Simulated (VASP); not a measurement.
# Ge: convergence, self-consistent run

Ge, P1 (no. 1), 4 atoms in the cell. PBE; PAW potentials Ge_d (PBE set). VASP 6.6.1. The atoms are moved at random off their ideal places.

Wanted: energy within 1 meV/atom; forces within 0.005 eV/Å; pressure within 0.1 GPa.

POSCAR:
```
Ge
1.0
    3.9975858431      0.0000000000      0.0000000000
   -1.9987929216      3.4620108940      0.0000000000
    0.0000000000      0.0000000000      6.5993779500
Ge
4
Direct
    0.3399880000      0.6678660000      0.9372610000
    0.6609320000      0.3284920000      0.4375960000
    0.3334910000      0.6697470000      0.5636910000
    0.6684720000      0.3321510000      0.0645940000
```

## FFT grids and symmetry tolerance typed by hand

| FFT grids and symmetry tolerance typed by hand | Energy less reference (meV/atom) | Forces, largest deviation (eV/Å) | Pressure (GPa) | SCF iterations | Time (s) |
|---|---|---|---|---|---|
| default | 0.0 | 0.0000 | 2.97 | 15 | 168 |
| NGX, NGY, NGZ = 40, 40, 64 | 0.0 | 0.0011 | 2.97 | 15 | 306 |
| NGX, NGY, NGZ = 24, 24, 40 | 0.0 | 0.0029 | 2.97 | 15 | 85 |
| NGX, NGY, NGZ = 20, 20, 32 | -0.1 | 0.0037 | 2.99 | 15 | 82 |
| NGX, NGY, NGZ = 18, 18, 28 | -0.6 | 0.0149 | 2.99 | 15 | 70 |
| NGXF, NGYF, NGZF = 46, 46, 74 | 0.0 | 0.0029 | 2.97 | 15 | 164 |
| NGXF, NGYF, NGZF = 90, 90, 148 | 0.0 | 0.0013 | 2.97 | 15 | 167 |
| SYMPREC = 0.001 | 0.0 | 0.0000 | 2.97 | 15 | 156 |
| SYMPREC = 1e-08 | 0.0 | 0.0000 | 2.97 | 15 | 176 |
| EWALD_CUTOFF = 2.0 | -8877.0 | 6.0340 | -122.37 | 15 | 205 |
| EWALD_CUTOFF = 8.0 | 0.0 | 0.0000 | 2.98 | 15 | 180 |

## Question

For each series: keep the first row unless others stay within half of the tolerance and take at least 30 % less time, and then take the fastest.

## Answer

- FFT grids and symmetry tolerance typed by hand: default

## The input

INCAR:
```
  ALGO = Normal
  EDIFF = 1E-7
  ENCUT = 520
  ISIF = 2
  ISMEAR = 0
  LASPH = True
  LCHARG = False
  LREAL = False
  LWAVE = False
  NELM = 100
  PREC = Accurate
  SIGMA = 0.02
```

KPOINTS:
```
k-points
0
Gamma
  7 7 4
```

Commands:
```
cat potpaw_PBE.64/Ge_d/POTCAR > POTCAR
mpirun -np 1 vasp_std > vasp.out
```

The chosen input took VASP 6.6.1 168 s on 1 core (Intel Xeon 6975P-C (Granite Rapids)), a shared host.

## An input that fails: an FFT grid typed too coarse

It runs to its end, but against the unchanged starting input it is off by 11.2 meV/atom in the energy, 0.1295 eV/Å in the forces, 0.21 GPa in the pressure.

Changes against the starting input:
```
+ NGX = 12
+ NGY = 12
+ NGZ = 18
```
